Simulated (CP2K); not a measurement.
Settings test, CP2K on BeSe

Simulated with CP2K 2026.2. This is a test of settings. The cell began as a measured structure and was relaxed with r2SCAN in plane waves (Ansatz 0.2.0). All runs are without spin polarisation.

Space group F-43m (No. 216), cubic; conventional cell a = 5.162 Å, 17.19 Å³ an atom. Be has 4 Se at 2.24 Å; Se has 4 Be at 2.24 Å.

The base run uses PBE in the SZV-MOLOPT-SR basis.

```
&GLOBAL
 PROJECT run
 RUN_TYPE ENERGY_FORCE
 PRINT_LEVEL LOW
&END GLOBAL
&FORCE_EVAL
 METHOD QS
 STRESS_TENSOR ANALYTICAL
 &DFT
  BASIS_SET_FILE_NAME BASIS_MOLOPT
  POTENTIAL_FILE_NAME GTH_POTENTIALS
  &QS
   EXTRAPOLATION USE_GUESS
  &END QS
  &MGRID
   CUTOFF 350
   REL_CUTOFF 50
  &END MGRID
  &XC
   &XC_FUNCTIONAL PBE
   &END XC_FUNCTIONAL
  &END XC
  &KPOINTS
   SCHEME MONKHORST-PACK 5 5 5
   SYMMETRY F
   FULL_GRID F
  &END KPOINTS
  &SCF
   ADDED_MOS 8
   EPS_SCF 1e-6
   MAX_SCF 80
   &DIAGONALIZATION
   &END DIAGONALIZATION
   &MIXING
    METHOD BROYDEN_MIXING
    ALPHA 0.3
   &END MIXING
   &SMEAR
    METHOD FERMI_DIRAC
    ELECTRONIC_TEMPERATURE [K] 232
   &END SMEAR
   &PRINT
    &ITERATION_INFO
    &END ITERATION_INFO
   &END PRINT
  &END SCF
  &PRINT
   &BAND_STRUCTURE
    FILE_NAME bands.bs
    ADDED_MOS 6
    &KPOINT_SET
     UNITS B_VECTOR
     SPECIAL_POINT 0.00000000 0.00000000 0.00000000
     NPOINTS 0
    &END KPOINT_SET
    &KPOINT_SET
     UNITS B_VECTOR
     SPECIAL_POINT -0.50000000 -0.50000000 0.00000000
     NPOINTS 0
    &END KPOINT_SET
    &KPOINT_SET
     UNITS B_VECTOR
     SPECIAL_POINT -0.37500000 -0.37500000 0.25000000
     NPOINTS 0
    &END KPOINT_SET
    &KPOINT_SET
     UNITS B_VECTOR
     SPECIAL_POINT -0.37500000 0.00000000 0.37500000
     NPOINTS 0
    &END KPOINT_SET
    &KPOINT_SET
     UNITS B_VECTOR
     SPECIAL_POINT 0.00000000 0.00000000 0.50000000
     NPOINTS 0
    &END KPOINT_SET
    &KPOINT_SET
     UNITS B_VECTOR
     SPECIAL_POINT -0.50000000 -0.25000000 0.25000000
     NPOINTS 0
    &END KPOINT_SET
    &KPOINT_SET
     UNITS B_VECTOR
     SPECIAL_POINT 0.00000000 0.50000000 0.50000000
     NPOINTS 0
    &END KPOINT_SET
   &END BAND_STRUCTURE
  &END PRINT
 &END DFT
 &SUBSYS
  &CELL
   A 3.65013554 0.00000000 0.00000000
   B 1.82506777 3.16111010 0.00000000
   C 1.82506777 1.05370337 2.98032319
  &END CELL
  &COORD
   SCALED
   Be -0.00000000 0.00000000 0.00000000
   Se 0.25000000 0.25000000 0.25000000
  &END COORD
  &KIND Be
   BASIS_SET SZV-MOLOPT-SR-GTH
   POTENTIAL GTH-PBE
  &END KIND
  &KIND Se
   BASIS_SET SZV-MOLOPT-SR-GTH
   POTENTIAL GTH-PBE
  &END KIND
 &END SUBSYS
 &PRINT
  &STRESS_TENSOR
  &END STRESS_TENSOR
  &FORCES
  &END FORCES
 &END PRINT
&END FORCE_EVAL
```

Command: `cp2k.psmp -i run.inp`. It took 3 s on 2 threads of INTEL(R) XEON(R) PLATINUM 8581C CPU @ 2.30GHz (Emerald Rapids) (shared host), peak memory 0.24 GiB.

It converged with a gap of 3.54 eV and a pressure of 21.05 GPa (positive in compression). Pressures on CP2K's grid carry noise of some tenths of a GPa.

Each further run moved one setting: KPOINTS (Monkhorst-Pack mesh); CUTOFF (density grid cutoff in Ry); REL_CUTOFF (grid cutoff relative to the Gaussians, in Ry); XC_FUNCTIONAL (functional, with the PBE potentials kept); BASIS_SET (basis set). Changes are from the base run, which isn't itself converged in every setting; energies of another Hamiltonian, functional, basis or charge aren't compared, and those at a high electronic temperature are mostly its entropy term. CP2K's gap is over the listed points.

| setting | how it ended | gap change (eV) | energy change (meV/atom) | pressure change (GPa) | time (s) |
| --- | --- | --- | --- | --- | --- |
| KPOINTS = 2x2x2 | converged | -0.02 | 7.3 | 0.09 | 2.5 |
| CUTOFF = 280 | converged | -0.02 | -27.1 | 0.25 | 3.1 |
| REL_CUTOFF = 80 | converged | 0.00 | 0.0 | 0.00 | 3.8 |
| XC_FUNCTIONAL = OLYP | converged | 0.28 | – | -1.05 | 3 |
| KPOINTS = 7x7x7 | converged | 0.00 | -4.6 | 0.00 | 4.1 |
| BASIS_SET = TZVP-MOLOPT-SR-GTH (poor on purpose) | refused | – | – | – | 0.78 |

REL_CUTOFF = 80 changes nothing that matters here. With BASIS_SET = TZVP-MOLOPT-SR-GTH nothing was computed: that basis isn't in the file for these elements.

The end of the log, shortened, for BASIS_SET = TZVP-MOLOPT-SR-GTH:

```
 ===== Routine Calling Stack =====
            3 read_qs_kind
            2 create_qs_kind_set
            1 CP2K
--------------------------------------------------------------------------
MPI_ABORT was invoked on rank 0 in communicator MPI_COMM_WORLD
  Proc: [[35205,0],0]
  Errorcode: 1
NOTE: invoking MPI_ABORT causes Open MPI to kill all MPI processes.
You may or may not see output from other processes, depending on
exactly when Open MPI kills them.
--------------------------------------------------------------------------
```

Spin-orbit coupling is left out.
